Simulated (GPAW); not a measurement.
# AlN: band structure with PBE

**Measured values to compare with.**

From “Self-assembly of well-separated AlN nanowires directly on sputtered metallic TiN films”, 2019, arxiv:1910.07391, for a bulk crystal of AlN at 10 K: band gap 6.034 eV (an exciton energy, a little under the gap).

AlN:

```xyz
4
Lattice="3.1130 0.0000 0.0000 -1.5565 2.6959 0.0000 0.0000 0.0000 4.9810" Properties=species:S:1:pos:R:3 pbc="T T T"
Al    1.5565    0.8986    2.4905
Al    0.0000    1.7973    0.0000
N     1.5565    0.8986    4.3833
N     0.0000    1.7973    1.8928
```

```json
{
  "Program": "GPAW 26.7.0",
  "Task": "band structure",
  "Functional": "PBE",
  "Potentials or basis": "GPAW PAW data sets (gpaw-data 1.2.1)",
  "Basis": "lcao:dzp",
  "Grid spacing": "0.16 Å",
  "k mesh": "7 × 7 × 4",
  "Occupations": "fermi-dirac, width 0.05 eV",
  "Spin": "no spin polarisation",
  "Maxiter": "150",
  "Band path": "GMKGALHA,LM,KH",
  "Band points": "100"
}
```

| Item | Value |
| --- | --- |
| Band gap on the k mesh | 4.17 eV, direct |
| Band gap along the path | 4.17 eV, direct |

Levels at the corners of the path, in eV from the valence-band top:
| point | band 6 | band 7 | band 8 | band 9 | band 10 | band 11 |
| --- | --- | --- | --- | --- | --- | --- |
| Γ | -0.19 | -0.18 | 0.00 | 4.17 | 6.58 | 10.86 |
| M | -2.17 | -1.88 | -0.72 | 5.77 | 5.79 | 8.22 |
| K | -2.51 | -2.49 | -2.49 | 5.05 | 8.40 | 9.78 |
| Γ | -0.19 | -0.18 | 0.00 | 4.17 | 6.58 | 10.86 |
| A | -0.57 | -0.57 | -0.57 | 6.45 | 6.45 | 10.53 |
| L | -1.53 | -1.44 | -1.44 | 5.27 | 5.27 | 9.35 |
| H | -3.96 | -0.87 | -0.87 | 7.45 | 7.45 | 7.82 |
| A | -0.57 | -0.57 | -0.57 | 6.45 | 6.45 | 10.53 |
| L | -1.53 | -1.44 | -1.44 | 5.27 | 5.27 | 9.35 |
| M | -2.17 | -1.88 | -0.72 | 5.77 | 5.79 | 8.22 |
| K | -2.51 | -2.49 | -2.49 | 5.05 | 8.40 | 9.78 |
| H | -3.96 | -0.87 | -0.87 | 7.45 | 7.45 | 7.82 |

It took 4.1 min on 1 thread of Arm Neoverse V2, with other jobs on the host, peak memory 0.25 GiB.

Measured gap of AlN: 6.034 eV (an exciton energy, a little under the gap; 10 K; quoted in “Self-assembly of well-separated AlN nanowires directly on sputtered metallic TiN films”, 2019, arxiv:1910.07391). This calculation gives 4.17 eV (-1.87 eV). 2 values of this kind are on record (6.034 to 6.0343 eV); this one was drawn at random. The value is that of PBE in an atomic basis (GPAW PAW data sets (gpaw-data 1.2.1), lcao:dzp), whose error adds to the functional's,, without temperature or zero-point motion. Semilocal functionals fall short of measured gaps as a rule.

Caveat: the basis of atomic orbitals isn't converged, which shifts pressures, moduli and gaps.
